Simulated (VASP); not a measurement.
HgTe (Coloradoite), 2 atoms in the cell. The structure is cubic, space group F-43m (No. 216). The conventional cell has a = 6.516 Å, b = 6.516 Å, c = 6.516 Å, α = 90.00°, β = 90.00°, γ = 90.00°. Around Hg (site symmetry -43m) lie 4 Te at 2.82 Å. Te (site symmetry -43m) is surrounded by 4 Hg at 2.82 Å. 

```yaml
Program: VASP 6.6.1
Task: relaxation of cell and atoms
Functional: PBEsol
Potentials_or_basis: VASP PAW PBE potentials, release 64 (Hg, Te)
Cutoff: 600 eV
k_mesh: 10 × 10 × 10
Occupations: gaussian, width 0.03 eV
Spin: no spin polarisation
Further_INCAR_settings: ALGO = Normal; EDIFF = 1e-07; IBRION = 2; EDIFFG = -0.005; NSW = 90; ISIF = 3
```

Potentials or basis: VASP PAW PBE potentials, release 64 (Hg, Te).

The run is started by

```console
$ cat potpaw_PBE.64/Hg/POTCAR potpaw_PBE.64/Te/POTCAR > POTCAR
$ mpirun -np 1 vasp_std > vasp.out
```

Hardware: 1 thread of AMD EPYC 7R13 Processor (Zen 3) (shared host).

Question: How long does it take, and how much memory?

Answer: Run time: 72 s on 1 thread of AMD EPYC 7R13 Processor (Zen 3) (shared host), peak memory 0.24 GiB. Counts: scf iterations 13, k points 47, ion steps 1.
